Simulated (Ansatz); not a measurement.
**Formation energy and levels of the substitutional impurity In_Si in SiO2 (P3_221)**

Aim: at which Fermi levels does In_Si in SiO2 (P3_221) change its charge? The model is a cell of 72 host atoms with 1 Si taken out and 1 In put in.

Program: Ansatz 0.2.0. Level of theory: place-levels on PBEsol runs: charge-transition levels and formation energies with image-charge correction and potential alignment at the atomic sites. Results are calculated unless marked as measured.

### Step 1. Starting point

The cell holds 72 atoms: 23 Si, 48 O and 1 In. Its edges and angles: a = 9.896 Å, b = 9.896 Å, c = 10.882 Å, α = 90.0°, β = 90.0°, γ = 120.0°. It derives from SiO2 (space group P3_221). Nearest the centre at fractional (0.265, 0.265, 0.500): In11 at 0.00 Å, O5 at 1.62 Å, O17 at 1.62 Å, O15 at 1.62 Å, O7 at 1.62 Å, Si3 at 3.08 Å, Si46 at 3.08 Å, Si10 at 3.08 Å.

Screening for the image-charge correction: ε∞ = (2.49, 2.49, 2.52), ε0 = (4.62, 4.62, 4.85), computed on the host (DFPT, PBEsol).

The cell's shortest repeat is 9.9 Å.

### Step 2. What was run first

A transition level is the Fermi level at which two charge states cost the same, so each charge needs its own total energy, at its own relaxed structure.

Random displacements of about 0.05 Å break the site symmetry at the start, so that the relaxation can reach a distorted minimum if there is one. Forces are taken at one point at (¼, ¼, ¼). The cell holds 1 electron more than the neutral one, with a uniform background that keeps it neutral on the whole.

The sampling was tested on the host first: at the k-points planned (1x1x1 shifted 0.25 0.25 0.25) its energy lies 0.000 eV an atom from the dense-mesh value, under the bound of 0.02 eV set for this test; that bounds the host's error, not the defect's.

One state's input; the others differ in charge, spin, start and seed, and in occupations where the table says so.

qm1.relax/input.yaml reads:

```yaml
crystal:
  lattice:
    - [9.89597334, 0.0, 0.0]
    - [-4.94798667, 8.57016431, 0.0]
    - [0.0, 0.0, 10.88247842]
  atoms:
    - { symbol: Si, position: [0.0, 0.23518716, 0.16666667] }
    - { symbol: Si, position: [0.26481284, 0.26481284, 0.0] }
    - { symbol: Si, position: [0.23518716, 0.0, 0.33333333] }
    - { symbol: O, position: [0.0728039, 0.36653248, 0.27390324] }
    - { symbol: O, position: [0.29372858, 0.4271961, 0.44056991] }
[... 1 atom line left out ...]
    - { symbol: O, position: [0.20627142, 0.13346752, 0.39276342] }
[... 1 atom line left out ...]
    - { symbol: O, position: [0.36653248, 0.0728039, 0.22609676] }
    - { symbol: Si, position: [0.0, 0.23518716, 0.66666667] }
    - { symbol: In, position: [0.26481284, 0.26481284, 0.5] }
[... 1 atom line left out ...]
    - { symbol: O, position: [0.0728039, 0.36653248, 0.77390324] }
[... 1 atom line left out ...]
    - { symbol: O, position: [0.13346752, 0.20627142, 0.60723658] }
[... 1 atom line left out ...]
    - { symbol: O, position: [0.4271961, 0.29372858, 0.55943009] }
    - { symbol: O, position: [0.36653248, 0.0728039, 0.72609676] }
[... 2 atom lines left out ...]
    - { symbol: Si, position: [0.23518716, 0.5, 0.33333333] }
[... 1 atom line left out ...]
    - { symbol: O, position: [0.29372858, 0.9271961, 0.44056991] }
[... 3 atom lines left out ...]
    - { symbol: O, position: [0.36653248, 0.5728039, 0.22609676] }
[... 8 atom lines left out ...]
    - { symbol: O, position: [0.36653248, 0.5728039, 0.72609676] }
[... 3 atom lines left out ...]
    - { symbol: O, position: [0.5728039, 0.36653248, 0.27390324] }
[... 5 atom lines left out ...]
    - { symbol: Si, position: [0.5, 0.23518716, 0.66666667] }
[... 2 atom lines left out ...]
    - { symbol: O, position: [0.5728039, 0.36653248, 0.77390324] }
[... 1 atom line left out ...]
    - { symbol: O, position: [0.63346752, 0.20627142, 0.60723658] }
[... 1 atom line left out ...]
    - { symbol: O, position: [0.9271961, 0.29372858, 0.55943009] }
[... 18 atom lines left out ...]
    - { symbol: O, position: [0.86653248, 0.5728039, 0.72609676] }
  host:
    repeats: [2, 2, 2]
    atoms:
      - { symbol: Si, position: [0.0, 0.47037431, 0.33333333] }
      - { symbol: Si, position: [0.52962569, 0.52962569, 0.0] }
      # ... 7 more atoms of the perfect host
total_charge: -1
basis:
  ecutwfc: 420
  xc_grid: 2
hamiltonian:
  xc: pbesol
kpoints:
  mp_grid: { grid: [1, 1, 1], shift: [0.25, 0.25, 0.25] }
scf:
  occupations: { method: fixed }
  max_iter: 60
output:
  forces: true
  charged_corrections:
    epsilon: [2.49, 2.49, 2.52]
    static_epsilon: [4.62, 4.62, 4.85]
    defect_position: [0.265601, 0.265601, 0.5]
relax:
  f_tol: 0.02
  max_steps: 80
  random_displacement: { amplitude: 0.05, seed: 1199 }
checkpoint:
  write: "../qm1.relax.run"
  compress: false
  write_wavefunctions: true
  write_every: 100000
```

Command:

```
$ ansatz run input.yaml --threads 8 --pin off --max-ram 22609MiB --backend cpu --events-out ev --progress --plain --runs-dir out
```

The relaxed structure is kept and the sampling changed to a 2×2×2 shifted mesh.

The run of this state that the levels use, under PBEsol:

qm1.point/input.yaml reads:

```yaml
crystal:
  checkpoint: "../qm1.relax.run"
  host: checkpoint
total_charge: -1
basis:
  ecutwfc: 420
  xc_grid: 2
hamiltonian:
  xc: pbesol
kpoints:
  mp_grid: { grid: [2, 2, 2], shift: [0.5, 0.5, 0.5] }
scf:
  occupations: { method: fermi_dirac, width: 0.01 }
  max_iter: 60
output:
  forces: true
  eigenvalues: true
  charged_corrections:
    epsilon: [2.49, 2.49, 2.52]
    static_epsilon: [4.62, 4.62, 4.85]
    defect_position: [0.265601, 0.265601, 0.5]
  eigenstates: { localisation: true }
  populations: true
  band_densities: [{ bands: [v1, v1] }, { bands: [c1, c1] }]
  write_density: true
  write_potential: true
  volumetric_format: npy
checkpoint:
  read: "../qm1.relax.run"
  write: "../qm1.point.run"
  compress: false
  write_wavefunctions: false
  write_every: 100000
```

Relaxations under PBEsol at one point at (¼, ¼, ¼); times on 8 threads of Arm Neoverse V2, shared host:

```
charge  moment (μB)  occupations    outcome  steps  largest displacement against the far atoms (Å)     time
    −1            0        fixed  converged      7                                            0.56     45 s
     0            1        fixed  converged      8                                            0.55  3.1 min
```

Single points under PBEsol at a 2×2×2 shifted mesh; times on 8 threads of Arm Neoverse V2, shared host:

```
charge  moment (μB)  occupations    outcome   time
    −1            0  fermi-dirac  converged   41 s
     0            1  fermi-dirac  converged  3 min
```

Distances (Å) from In11 to the nearest atoms after relaxation with PBEsol:

```
charge  moment (μB)      1.      2.      3.      4.       5.       6.
    −1            0  O 1.99  O 1.99  O 2.01  O 2.01  Si 3.19  Si 3.19
     0            1  O 1.99  O 2.00  O 2.01  O 2.01  Si 3.22  Si 3.23
```

### Step 3. place-levels, PBEsol

A charged cell interacts with its images and the background, and its potential has another zero than the host's. place-levels removes the first by a point-charge model, screened by the static dielectric constant since the ions have relaxed around the charge, and the second by comparing potentials at atoms far from the defect.

The host is a run of the defect-free crystal in the same cutoffs, grids and k-points, so that basis and sampling errors cancel in part in the differences. Its band edges come from a run of the primitive cell that searches the zone for them. The host is run in a cell of 18 atoms on a matching mesh. Chemical potentials are energies per atom of Si (diamond) and In (body-centred tetragonal), run with the same functional and cutoff.

levels.point.yaml reads:

```yaml
host:
  run: host.point.run
  levels_from: { run: edges.point.run }
states: [qm1.point.run, q0_M1.point.run]
geometry_from:
  qm1.point.run: qm1.relax.run
  q0_M1.point.run: q0_M1.relax.run
  host.point.run: host.relax.run
chemical_potentials:
  Si:
    energy: -621.491642
    dataset: "<sha256 of the dataset>"
  In:
    energy: -5525.408991
    dataset: "<sha256 of the dataset>"
epsilon: [2.49, 2.49, 2.52]
static_epsilon: [4.62, 4.62, 4.85]
vertical:
  - { from: qm1.point.run, to: qm1.point_neutral.run }
```

Command:

```
$ ansatz place-levels levels.point.yaml -- --threads 8 --pin off --max-ram 22609MiB
```

Numbers of over 12 decimals in the logs are rounded to 6 here.

Output:

```text
[... repeated set-up lines and file paths are left out, and long positions are rounded to six places ...]
(0/-1) 0.702 eV above the valence edge, 5.020 eV under the conduction edge
formation energy of charge 0: +7.529 eV with the Fermi level at the valence edge
formation energy of charge -1: +8.231 eV with the Fermi level at the valence edge
vertical -1 to 0: no energy, since no alignment is typed
  the change from vertical[0].from (qm1.point.run) to vertical[0].to (qm1.point_neutral.run): by its potential at epsilon [2.49, 2.49, 2.52] it stands at 0.269 0.269 0.500, with an rms radius of about 3.7 Å (1.8 1.8 2.7 Å across the planes of the cell's [...]
  edges by pbesol of host.levels_from (edges.point.run), its mesh sampled to repeats of 27.21 Å (the valence edge +0.040 eV and the conduction edge -0.390 eV from those of the host's own run), gap 5.721 eV; the host is sampled to repeats of 19.79 Å
  the defect's cells are sampled to repeats of 19.79 Å, like sampling
  charge 0: +0.000 eV for its dipole among its images, +0.000 omitted
  states[1] (q0_M1.point.run): levels filled in part (TS 0.011 eV): its energy is of no whole electron's
  charge -1: -46812.1434 eV with its correction of +0.205 eV, at epsilon [4.62, 4.62, 4.85], aligned at sites: +0.2421 eV, mean over 31 atomic sites at or beyond 4.95 Å from the host's site at [0.2648, 0.2648, 0.5000] by the defect at [0.2656, 0.2656, [...]
  of states[1] (q0_M1.point.run): its displacements don't fall off away from the defect: farther atoms stand 0.089 Å off the host's places. [...]
  of states[0] (qm1.point.run): it parts from the run at its places by a charge that spreads by about 2.7 Å along one vector (1.9 Å or more is wide), by its potential at epsilon [2.49, 2.49, 2.52], taken for that of held ions (one typed too small widens it), [...]
  of vertical[0].from (qm1.point.run): its displacements don't fall off away from the defect: farther atoms stand 0.087 Å off the host's places. [...]
  vertical[0].to (qm1.point_neutral.run): levels filled in part (TS 0.013 eV): its energy is of no whole electron's
  of vertical[0].to (qm1.point_neutral.run): its displacements don't fall off away from the defect: farther atoms stand 0.087 Å off the host's places. [...]
```

Elapsed: 0.2 s, on 8 threads of Arm Neoverse V2, shared host.

Levels between the charges placed, in eV above the valence top:

```
        gap (eV)  (0/−1)
PBEsol      5.72    0.70
```

Corrections by state:

```
charge  moment (μB)  image terms and alignment (eV)  band filling (eV)                               ε used  over the lowest of its charge, as the program ranks them, band filling apart (eV)
     0          1.0                           0.000                  -                                    -                                                                              0.000
    −1          0.0                           0.205                  -  principal values (4.62, 4.62, 4.85)                                                                              0.000
```

The charged structures listed were also run neutral, and place-levels reads from each pair, by the potential or the spins, how wide the charge is by which they differ; that can be the carrier of either run.

```
charge  rms radius (Å)  spread where it is widest against the cell (Å)  wide from (Å)  reading
    −1             3.7                                            2.71           1.88     wide
```

The neutral runs of these pairs need not share the spin of the lowest neutral state, and very wide values only mean spread over the cell.

From the program's caveats on the states, each cut to its opening words:

- charge 0 (1 μB): its displacements don't fall off away from the defect: farther atoms stand 0.089 Å off the host's places
- charge −1: it parts from the run at its places by a charge that spreads by about 2.7 Å along one vector (1.9 Å or more is wide), by its potential at epsilon [2.49, 2.49, [...]
- charge −1: its alignment with the host at atomic sites is doubtful: the mean over the far sites moves by -0.0662 eV from their farther parts to their nearer, more than [...]
- charge −1: its displacements don't fall off away from the defect: farther atoms stand 0.087 Å off the host's places

The host's formation energy from the elements is -2.852 eV per atom; it sets how far the chemical potentials can move.

Limit set by the element alone; other compounds of these elements are not counted. Chemical potentials from the elements' reference states: O 0.00 eV, Si -8.56 eV, In 0.00 eV. Formation energy by charge state (O-rich; gap 5.72 eV):

```
charge  at valence top (eV)  at conduction bottom (eV)  correction included (eV)
     0                -1.03                      -1.03                      0.00
    −1                -0.33                      -6.05                      0.21
```

(Fermi level (eV), lowest formation energy (eV)): (0.00, -1.03), (0.52, -1.03), (1.04, -1.37), (1.56, -1.89), (2.08, -2.40), (2.60, -2.92), (3.12, -3.45), (3.64, -3.97), (4.16, -4.49), (4.68, -5.01), (5.20, -5.53), (5.72, -6.05)

Limit set by the element alone; other compounds of these elements are not counted. Chemical potentials from the elements' reference states: Si 0.00 eV, O -4.28 eV, In 0.00 eV. Formation energies (Si-rich), with the Fermi level at the valence top and at the conduction bottom (gap 5.72 eV):

```
charge  at valence top (eV)  at conduction bottom (eV)  correction included (eV)
     0                 7.53                       7.53                      0.00
    −1                 8.23                       2.51                      0.21
```

(Fermi level (eV), lowest formation energy (eV)): (0.00, 7.53), (0.52, 7.53), (1.04, 7.19), (1.56, 6.67), (2.08, 6.15), (2.60, 5.63), (3.12, 5.11), (3.64, 4.59), (4.16, 4.07), (4.68, 3.55), (5.20, 3.03), (5.72, 2.51)

### Step 4. The same at the relaxations' own k-points

The relaxations' own energies give the levels at their sampling, for comparison.

levels.relax_mesh.yaml reads:

```yaml
host:
  run: host.relax.run
  levels_from: { run: edges.relax.run }
states: [qm1.relax.run, q0_M1.relax.run]
chemical_potentials:
  Si:
    energy: -621.491642
    dataset: "<sha256 of the dataset>"
  In:
    energy: -5525.408991
    dataset: "<sha256 of the dataset>"
```

Command:

```
$ ansatz place-levels levels.relax_mesh.yaml -- --threads 8 --pin off --max-ram 22609MiB
```

Output:

```text
(0/-1) 0.697 eV above the valence edge, 5.024 eV under the conduction edge
formation energy of charge 0: +7.525 eV with the Fermi level at the valence edge
formation energy of charge -1: +8.222 eV with the Fermi level at the valence edge
  edges by pbesol of host.levels_from (edges.relax.run), its mesh sampled to repeats of 27.21 Å (the valence edge +0.052 eV and the conduction edge -0.810 eV from those of the host's own run), gap 5.721 eV; the host is sampled to repeats of 14.71 Å
[... the lines on each state left out ...]
```

The job ended after 0.09 s (8 threads).

Levels between neighbouring charges, in eV above the valence top:

```
                        gap (eV)  (0/−1)
one point at (¼, ¼, ¼)      5.72    0.70
  a 2×2×2 shifted mesh      5.72    0.70
```

Going from one point at (¼, ¼, ¼) to a 2×2×2 shifted mesh moves the levels that carry no band-filling term by up to 0.00 eV and formation energies against the elements by up to 0.01 eV.

### Step 5. Outcome

| Item | Value |
| --- | --- |
| gap of the host | 5.72 eV (PBEsol) |
| level (0/minus 1) | 0.70 eV above the valence top |
| lowest of the charges placed, just above the valence top (0.02 eV) | 0 |
| lowest of the charges placed, just below the conduction bottom (0.02 eV) | −1 |
| lowest formation energy at mid-gap of the charges run, O-rich | -3.19 eV |
| lowest formation energy at mid-gap of the charges run, Si-rich | 5.37 eV |

**Reading.** Of the charges placed (−1 and 0), the lowest changes at 0.70 eV (0/−1) above the valence top, in a gap of 5.72 eV. Charges above 0 and below −1 were not placed, so these runs say nothing of levels that involve them. States placed: 0 at 1 μB; −1 at 0 μB. Other spin states or structures, where not listed, weren't placed. In is taken at its element; compounds, which aren't counted here, bound the chemical potentials and would shift these formation energies. The lowest formation energy (O-rich) is negative across the gap, so the defect would form by itself: these chemical potentials lie beyond what competing compounds allow, or the host is unstable against it. Going from one point at (¼, ¼, ¼) to a 2×2×2 shifted mesh moves the levels that carry no band-filling term by up to 0.00 eV and formation energies against the elements by up to 0.01 eV. The program doubts the alignment of potentials for at least one state, a sign that the cell is small. What this leaves open: PBEsol makes the gap too small and tends to spread out bound carriers; where a gas molecule sets a chemical potential or the host's formation energy, its binding is uncorrected; spin–orbit coupling, which can matter with heavy atoms, is left out.

[Logs are printed without paths, hosts, clocks, repeated set-up lines and the standing remarks that a program may print on its own settings, such as how far it seeks lower states.]

[Hosts, paths, dates, database ids (printed as entryN), source tags and the programs' standing remarks are cut or masked in the printed files.]

[Where a table of states has a column of steps, it counts the stored structures, which are thinned; the runs took as many ionic steps or more.]

[A defect's name tells the site on which it was built; relaxed atoms can leave that site.]

[For some hosts the program warned that the k-mesh of the response run may be too coarse for force constants and the static dielectric constant; such warnings are not shown here.]
